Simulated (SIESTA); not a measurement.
**Na under changes of volume**

One of the cells (40.041 Å³/atom); the others are scaled copies at fixed shape and fractional positions:

```
Na
1.0
    -2.15518    2.15518    2.15518
     2.15518   -2.15518    2.15518
     2.15518    2.15518   -2.15518
Na
1
Direct
  0.00000 0.00000 0.00000
```

```yaml
Program: SIESTA 5.4.2
Functional: PBE
Potentials_or_basis: PseudoDojo 0.4 standard (PBE files)
Basis: DZP (energy shift 0.002 Ry; radii capped at 9.5 bohr)
Grid_cutoff: 800 Ry
Energy_shift: 0.002 Ry
k_mesh: 9 × 9 × 9
Occupations: fermi-dirac, width 0.05 eV
Spin: no spin polarisation
```

```tsv
volume (Å³/atom)	energy over the lowest point (meV/atom)	pressure (GPa)
36.901	1.64	0.4
37.686	0.36	0.2
38.471	0.00	0.0
40.041	?	?
40.827	3.61	-0.5
41.612	6.12	-0.6
```

**Question.** What does the run at 40.041 Å³/atom give?

**Answer.** Energy over the lowest point 1.70 meV/atom; pressure -0.3 GPa.

Worked out: A Birch-Murnaghan fit of order 3 (a polynomial in V^(-2/3)) to the other rows has its minimum at 38.40 Å³/atom with B0 = V·E''(V) = 8.4 GPa and B' = 4.1. It gives 1.70 meV/atom at 40.041 Å³/atom, against the run's 1.70, and -dE/dV = -0.3 GPa, against -0.3.

Energies are extrapolated to zero smearing.

Caveats: semicore shells carry a single zeta, which can move pressures by several GPa and volumes by a few percent; the basis of atomic orbitals isn't converged, which shifts pressures, moduli and gaps.
